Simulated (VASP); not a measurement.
# SnTe (Fm-3m) in VASP: further runs

The runs below take SnTe through relaxation of cell and atoms, with PBEsol.

Everything below comes from runs of VASP 6.6.1. Logs are shortened: lines on timing, memory, paths and dates and some standing lists are left out, and cuts for length are marked.

### 1 The crystal as given

Symmetry: Fm-3m, No. 225, cubic system. The conventional cell has a = 6.302 Å, b = 6.302 Å, c = 6.302 Å, α = 90.00°, β = 90.00°, γ = 90.00°. Sn (site symmetry m-3m) has 6 Te at 3.15 Å as nearest neighbours. Around Te (site symmetry m-3m) lie 6 Sn at 3.15 Å.

### 2 Relaxation of cell and atoms, PBEsol

Contents of INCAR:

```
SYSTEM = SnTe
ALGO     = Normal         ! electronic algorithm
EDIFF    = 1E-6           ! SCF threshold, eV
EDIFFG   = -0.01          ! ionic threshold
ENCUT    = 600            ! plane-wave cutoff, eV
GGA      = PS             ! functional
IBRION   = 2              ! ionic algorithm
ISIF     = 3              ! what is computed and relaxed
ISMEAR   = 0              ! smearing method
LASPH    = .True.         ! aspherical terms in the spheres
LCHARG   = .False.        ! write CHGCAR
LREAL    = .False.        ! projectors in reciprocal space
LWAVE    = .False.        ! write WAVECAR
NELM     = 80             ! most SCF steps
NSW      = 90             ! ionic steps
PREC     = Accurate       ! precision mode
SIGMA    = 0.03           ! smearing width, eV
```

Contents of KPOINTS:

```
k-points
0
Gamma
  10 10 10
  0 0 0
```

Contents of POSCAR:

```
SnTe
1.0
    0.0000000000      3.1508500000      3.1508500000
    3.1508500000      0.0000000000      3.1508500000
    3.1508500000      3.1508500000      0.0000000000
Sn Te
1 1
Direct
    0.0000000000      0.0000000000      0.0000000000
    0.5000000000      0.5000000000      0.5000000000
```

Potentials or basis: VASP PAW PBE potentials, release 64 (Sn_d, Te).

Command:

```
cat potpaw_PBE.64/Sn_d/POTCAR potpaw_PBE.64/Te/POTCAR > POTCAR
mpirun -np 1 vasp_std > vasp.out
```

OUTCAR:

```text
SYSTEM = SnTe
   EDIFF = 1E-6
   EDIFFG = -0.01
   ENCUT = 600
   GGA = PS
   IBRION = 2
   ISIF = 3
   ISMEAR = 0
   LASPH = .True.
   LREAL = .False.
   NELM = 80
   NSW = 90
   PREC = Accurate

 ion  position               nearest neighbor table
   1  0.000  0.000  0.000-   2 3.15   2 3.15   2 3.15   2 3.15   2 3.15   2 3.15
   2  0.500  0.500  0.500-   1 3.15   1 3.15   1 3.15   1 3.15   1 3.15   1 3.15

  LATTYP: Found a face centered cubic cell.
 ALAT       =     6.3017000000

  Lattice vectors:

 A1 = (   0.0000000000,   3.1508500000,   3.1508500000)
 A2 = (   3.1508500000,   0.0000000000,   3.1508500000)
 A3 = (   3.1508500000,   3.1508500000,   0.0000000000)

Analysis of symmetry for initial positions (statically):
=====================================================================
 Subroutine PRICEL returns:
 Original cell was already a primitive cell.

 Routine SETGRP: Setting up the symmetry group for a
 face centered cubic supercell.

 Subroutine GETGRP returns: Found 48 space group operations
 (whereof 48 operations were pure point group operations)
 out of a pool of 48 trial point group operations.

The static configuration has the point symmetry O_h .

Analysis of symmetry for dynamics (positions and initial velocities):
=====================================================================
 Subroutine PRICEL returns:
 Original cell was already a primitive cell.

 Routine SETGRP: Setting up the symmetry group for a
 face centered cubic supercell.

 Subroutine GETGRP returns: Found 48 space group operations
 (whereof 48 operations were pure point group operations)
 out of a pool of 48 trial point group operations.

The dynamic configuration has the point symmetry O_h .

 Subroutine INISYM returns: Found 48 space group operations
 (whereof 48 operations are pure point group operations),
 and found     1 'primitive' translations

----------------------------------------------------------------------------------------

                                     Primitive cell

  volume of cell :      62.5624

  direct lattice vectors                    reciprocal lattice vectors
     0.000000000  3.150850000  3.150850000    -0.158687338  0.158687338  0.158687338
     3.150850000  0.000000000  3.150850000     0.158687338 -0.158687338  0.158687338
     3.150850000  3.150850000  0.000000000     0.158687338  0.158687338 -0.158687338

  length of vectors
     4.455974803  4.455974803  4.455974803     0.274854533  0.274854533  0.274854533

  position of ions in fractional coordinates (direct lattice)
     0.000000000  0.000000000  0.000000000
     0.500000000  0.500000000  0.500000000

  ion indices of the primitive-cell ions
   primitive index   ion index
                 1           1
                 2           2

----------------------------------------------------------------------------------------

 KPOINTS: k-points

Automatic generation of k-mesh.
 Grid dimensions read from file:
 generate k-points for:   10   10   10

 Generating k-lattice:

  Cartesian coordinates                     Fractional coordinates (reciprocal lattice)
    -0.015868734  0.015868734  0.015868734     0.100000000  0.000000000  0.000000000
     0.015868734 -0.015868734  0.015868734     0.000000000  0.100000000  0.000000000
     0.015868734  0.015868734 -0.015868734     0.000000000  0.000000000  0.100000000

  Length of vectors
     0.027485453  0.027485453  0.027485453

  Shift w.r.t. Gamma in fractional coordinates (k-lattice)
     0.000000000  0.000000000  0.000000000

 Subroutine IBZKPT returns following result:
 ===========================================

 Found     47 irreducible k-points:

 Following reciprocal coordinates:
            Coordinates               Weight
  0.000000  0.000000  0.000000      1.000000
  0.100000  0.000000  0.000000      8.000000
  0.200000  0.000000  0.000000      8.000000
  0.300000  0.000000  0.000000      8.000000
  0.400000  0.000000  0.000000      8.000000
  0.500000  0.000000  0.000000      4.000000
[... 16 lines left out ...]
  0.300000  0.300000  0.000000      6.000000
  0.400000  0.300000  0.000000     24.000000
 [... further k-points ...]
   k-points           NKPTS =     47   k-points in BZ     NKDIM =     47   number of bands    NBANDS=     14
   number of dos      NEDOS =    301   number of ions     NIONS =      2
   total plane-waves  NPLWV =  46656
   dimension x,y,z NGX =    36 NGY =   36 NGZ =   36
   dimension x,y,z NGXF=    72 NGYF=   72 NGZF=   72
   ions per type =               1   1
   NGX,Y,Z   is equivalent  to a cutoff of  13.43, 13.43, 13.43 a.u.
   NGXF,Y,Z  is equivalent  to a cutoff of  26.86, 26.86, 26.86 a.u.
 SYSTEM =  SnTe
   PREC   = accura    normal or accurate (medium, high low for compatibility)
   ISTART =      0    job   : 0-new  1-cont  2-samecut
   ICHARG =      2    charge: 1-file 2-atom 10-const
   ISPIN  =      1    spin polarized calculation?
   LNONCOLLINEAR =      F non collinear calculations
   LSORBIT =      F    spin-orbit coupling
   LASPH  =      T    aspherical Exc in radial PAW
   ENCUT  =  600.0 eV  44.10 Ry    6.64 a.u.   8.90  8.90  8.90*2*pi/ulx,y,z
   NELM   =     80;   NELMIN=  2; NELMDL= -5     # of ELM steps
   EDIFF  = 0.1E-05   stopping-criterion for ELM
   LREAL  =      F    real-space projection
   EDIFFG = -.1E-01   stopping-criterion for IOM
   NSW    =     90    number of steps for IOM
   IBRION =      2    ionic relax: 0-MD 1-quasi-New 2-CG
   NFREE  =      1    steps in history (QN), initial steepest desc. (CG)
   ISIF   =      3    stress and relaxation
   ISYM   =      2    0-nonsym 1-usesym 2-fastsym
   POTIM  = 0.5000    time-step for ionic-motion
   TEBEG  =    0.0;   TEEND  =   0.0 temperature during run
   PSTRESS=    0.0 pullay stress
   NELECT =      20.0000    total number of electrons
   NUPDOWN=      -1.0000    fix difference up-down
   EMIN   =  10.00;   EMAX   =-10.00  energy-range for DOS
   EFERMI =   0.00;   METHOD = LEGACY
   ISMEAR =     0;   SIGMA  =   0.03  broadening in eV -4-tet -1-fermi 0-gaus
   EFERMI_NEDOS =   21; number of points for ismear=-14 and -15
   IALGO  =     38    algorithm
   IMIX   =      4    mixing-type and parameters
     AMIX     =   0.40;   BMIX     =  1.00
     AMIX_MAG =   1.60;   BMIX_MAG =  1.00
  volume/ion in A,a.u.               =      31.28       211.10
  Fermi-wavevector in a.u.,A,eV,Ry     =   1.119387  2.115336 17.048485  1.253028
  Thomas-Fermi vector in A             =   2.256026
   LORBIT       =      0    0 simple, 1 ext, 2 COOP (PROOUT), +10 PAW based schemes
   GGA     = PS    functional components
   LHFCALC =     F    Hartree Fock is set to
   AEXX    =    0.0000 exact exchange contribution
   IVDW    =     0    specifies the selected vdW correction
   LEPSILON=     F    determine dielectric tensor
   LRPA    =     F    only Hartree local field effects (RPA)
 conjugate gradient relaxation of ions
 non-spin polarized calculation
 Gauss-broadening in eV      SIGMA  =   0.03
  energy-cutoff  :      600.00
  volume of cell :       62.56
 maximum number of plane-waves:      2108
   NGX = 17   NGY = 17   NGZ = 17

--------------------------------------- Ionic step        1  -------------------------------------------

 number of electron      19.9999998 magnetization

 Free energy of the ion-electron system (eV)
  ---------------------------------------------------
  ext. energy  EPLUGINS =         0.00000000
  ---------------------------------------------------
  free energy    TOTEN  =        -8.33902711 eV

  energy without entropy =       -8.33902661  energy(sigma->0) =       -8.33902686

------------------------ aborting loop because EDIFF is reached ----------------------------------------

  FORCE on cell =-STRESS in cart. coord.  units (eV):
  Direction    XX          YY          ZZ          XY          YZ          ZX
  --------------------------------------------------------------------------------------
  -------------------------------------------------------------------------------------
  Total       -0.1175032     -0.1175032     -0.1175032     -0.0000000     -0.0000000      0.0000000
  in kB       -3.0091728     -3.0091728     -3.0091728     -0.0000000     -0.0000000      0.0000000
  external PRESSURE =      -3.0091728 kB  Pullay stress =       0.0000000 kB
[... 57 lines left out ...]
  energy  without entropy=       -8.3392833749  energy(sigma->0) =       -8.33928340

--------------------------------------- Ionic step        3  -------------------------------------------

 number of electron      19.9999998 magnetization

 Free energy of the ion-electron system (eV)
  ---------------------------------------------------
  ext. energy  EPLUGINS =         0.00000000
  ---------------------------------------------------
  free energy    TOTEN  =        -8.33934645 eV

  energy without entropy =       -8.33934632  energy(sigma->0) =       -8.33934639

 E-fermi :   6.9010     XC(G=0):  -9.6785

 val. band max:        6.8215337904   @ k =   0.5000   0.0000   0.0000
 cond. band min:       6.9804078002   @ k =   0.5000   0.0000   0.0000
 fundamental gap:      0.1588740098
 Fermi energy:         6.9009707716

 k-point     1 :       0.0000    0.0000    0.0000
  band No.  band energies     occupation
      1     -14.9092      2.00000
      2     -14.9092      2.00000
      3     -14.9020      2.00000
      4     -14.9020      2.00000
      5     -14.9020      2.00000
      6      -5.9867      2.00000
      7       2.1867      2.00000
      8       4.7283      2.00000
      9       4.7283      2.00000
     10       4.7283      2.00000
     11      10.2204      0.00000
     12      10.2204      0.00000
     13      10.2204      0.00000
     14      11.5816      0.00000
[... 375 lines left out ...]
 k-point    24 :       0.4000    0.3000    0.0000
  band No.  band energies     occupation
      1     -14.9228      2.00000
      2     -14.9061      2.00000
      3     -14.9046      2.00000
      4     -14.8934      2.00000
      5     -14.8930      2.00000
      6      -4.7786      2.00000
      7      -0.0523      2.00000
      8       2.8665      2.00000
      9       3.4499      2.00000
     10       3.6603      2.00000
     11       9.4944      0.00000
     12      10.7329      0.00000
     13      10.8418      0.00000
     14      11.2233      0.00000

 [... further k-points ...]

------------------------ aborting loop because EDIFF is reached ----------------------------------------

  FORCE on cell =-STRESS in cart. coord.  units (eV):
  Direction    XX          YY          ZZ          XY          YZ          ZX
  --------------------------------------------------------------------------------------
  -------------------------------------------------------------------------------------
  Total       -0.0025119     -0.0025119     -0.0025119      0.0000000      0.0000000      0.0000000
  in kB       -0.0646986     -0.0646986     -0.0646986      0.0000000      0.0000000      0.0000000
  external PRESSURE =      -0.0646986 kB  Pullay stress =       0.0000000 kB
[... 17 lines left out ...]
  FREE ENERGIE OF THE ION-ELECTRON SYSTEM (eV)
  ---------------------------------------------------
  free  energy   TOTEN  =        -8.3393464463 eV

  energy  without entropy=       -8.3393463242  energy(sigma->0) =       -8.33934639

 reached required accuracy - stopping structural energy minimisation
```

Wall time 31 s (1 thread of Intel Xeon 6975P-C (Granite Rapids), shared host); peak memory 0.24 GiB.

What came out:

- Free energy: -8.3393 eV
- Relaxed volume: 31.10 Å³/atom
- Relaxed cell: a = 4.447 Å, b = 4.447 Å, c = 4.447 Å, α = 60.00°, β = 60.00°, γ = 60.00°
- Space group after relaxing (to 0.05 Å): Fm-3m (No. 225)
- Energy gained by relaxing: 0.2 meV/atom
- Ionic steps: 3
- Pressure after relaxing: 0.0 GPa
- Band gap on the k mesh: 0.16 eV, direct

The path:
| step | energy change (eV) | largest force (eV/Å) | pressure (GPa) | volume (Å³) |
| --- | --- | --- | --- | --- |
| 1 | 0.0000 | 0.0000 | -0.30 | 62.56 |
| 2 | -0.0003 | 0.0000 | 0.13 | 62.03 |
| 3 | -0.0003 | 0.0000 | -0.01 | 62.20 |

Final structure:
```
CELL_PARAMETERS angstrom
0.00000 3.14484 3.14484
3.14484 0.00000 3.14484
3.14484 3.14484 0.00000
ATOMIC_POSITIONS crystal
Sn 0.00000 0.00000 0.00000
Te 0.50000 0.50000 0.50000
```

Caveat: the PAW data sets were made with another functional, which shifts forces and pressure a little; spin-orbit coupling is left out, which moves the levels of the heavy elements. A k mesh can miss the band edges.

### 3 Relaxation of cell and atoms, PBEsol

This run uses another cell than the first one, of 31.10 Å³/atom, 0.994 times its volume.

INCAR, as its differences from that of step 2:

```diff
@@ -2,4 +2,4 @@
 ALGO     = Normal         ! electronic algorithm
-EDIFF    = 1E-6           ! SCF threshold, eV
-EDIFFG   = -0.01          ! ionic threshold
+EDIFF    = 1E-7           ! SCF threshold, eV
+EDIFFG   = -0.005         ! ionic threshold
 ENCUT    = 600            ! plane-wave cutoff, eV
```

KPOINTS is that of step 2.

Contents of POSCAR:

```
SnTe                                    
1.0
   -0.0000000000      3.1448388744      3.1448388744
    3.1448388744     -0.0000000000      3.1448388744
    3.1448388744      3.1448388744      0.0000000000
  Sn              Te            
     1     1
Direct
     0.0000000000000000    0.0000000000000000    0.0000000000000000
     0.5000000000000000    0.5000000000000000    0.5000000000000000
```

Potentials or basis: VASP PAW PBE potentials, release 64 (Sn_d, Te).

Command:

```
cat potpaw_PBE.64/Sn_d/POTCAR potpaw_PBE.64/Te/POTCAR > POTCAR
mpirun -np 1 vasp_std > vasp.out
```

It took 17 s on 1 thread of Intel Xeon 6975P-C (Granite Rapids), shared host; peak memory 0.23 GiB.

The run converged. Its results:

| Quantity | Value |
| --- | --- |
| Free energy | -8.3393 eV |
| Pressure after relaxing | 0.0 GPa |
| Band gap on the k mesh | 0.16 eV, direct |

Final structure:
```
CELL_PARAMETERS angstrom
0.00000 3.14484 3.14484
3.14484 0.00000 3.14484
3.14484 3.14484 0.00000
ATOMIC_POSITIONS crystal
Sn 0.00000 0.00000 0.00000
Te 0.50000 0.50000 0.50000
```

Levels at points of the mesh, in eV from the valence-band top:
| k point | band 8 | band 9 | band 10 | band 11 | band 12 | band 13 |
| --- | --- | --- | --- | --- | --- | --- |
| (0.00, 0.00, 0.00) | -2.09 | -2.09 | -2.09 | 3.40 | 3.40 | 3.40 |
| (0.50, 0.00, 0.00) | -1.75 | -1.75 | 0.00 | 0.16 | 0.39 | 0.39 |
| (0.50, 0.50, 0.00) | -5.59 | -3.72 | -3.72 | 2.13 | 5.00 | 5.00 |

Caveat: the relaxation stopped at its first step, so nothing moved; the PAW data sets were made with another functional, which shifts forces and pressure a little; spin-orbit coupling is left out, which moves the levels of the heavy elements. A k mesh can miss the band edges.
